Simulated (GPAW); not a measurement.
Runs of GPAW 26.7.0 on MnO2. It takes space group P6_3/mmc (No. 194, hexagonal). The conventional cell has a = 2.855 Å, b = 2.855 Å, c = 10.222 Å, α = 90.00°, β = 90.00°, γ = 120.00°. Mn (site symmetry -3m) is surrounded by 6 O at 1.90 Å. Around O (site symmetry 3m) lie 3 Mn at 1.90 Å. Measurements of this composition are mostly on another form, of space group No. 136.

```tsv
task	level	potentials or basis	k mesh	cutoff (eV)	smearing	maxiter	band path	band points	convergence	response ecut	gap on the mesh (eV)	pressure (GPa)	moment (μB)	largest force (eV/Å)
band structure	LDA	the program's PAW data sets (release 1.2.1) made for this functional, pw	7 × 7 × 2	800	fermi-dirac 0.05 eV	150	GMKGALHA,LM,KH	100	-	-	0.49	(b)	6.00	0.53
single point	PBEsol	PAW data sets generated in the run's folder for this functional, pw	9 × 9 × 2	600	fermi-dirac 0.05 eV	120	-	-	default	-	0.77	-4.6	6.00	0.04
band structure	PBEsol	PAW data sets generated in the run's folder for this functional, pw	7 × 7 × 2	800	fermi-dirac 0.05 eV	150	GMKGALHA,LM,KH	100	-	-	0.77	(a)	6.00	0.04
dielectric tensor	PBEsol	PAW data sets generated in the run's folder for this functional, pw	9 × 9 × 2	600	fermi-dirac 0.001 eV	150	-	-	-	80 eV	0.77	-	6.00	-
```

Alike in all rows: spin collinear, ferromagnetic start; cell as given.

Q: Fill in the values left out.

A: (a) 0.4; (b) -7.2.

Caveats: only a ferromagnetic start was run, and an antiferromagnetic order may lie lower in energy; an odd mesh through Γ misses points on the zone boundary, where band edges often lie (some runs); the cutoff is short for stress and forces, so pressures can be off by a GPa or more (some runs); the long-wavelength limit can be off by several per cent where d states take part (some runs).
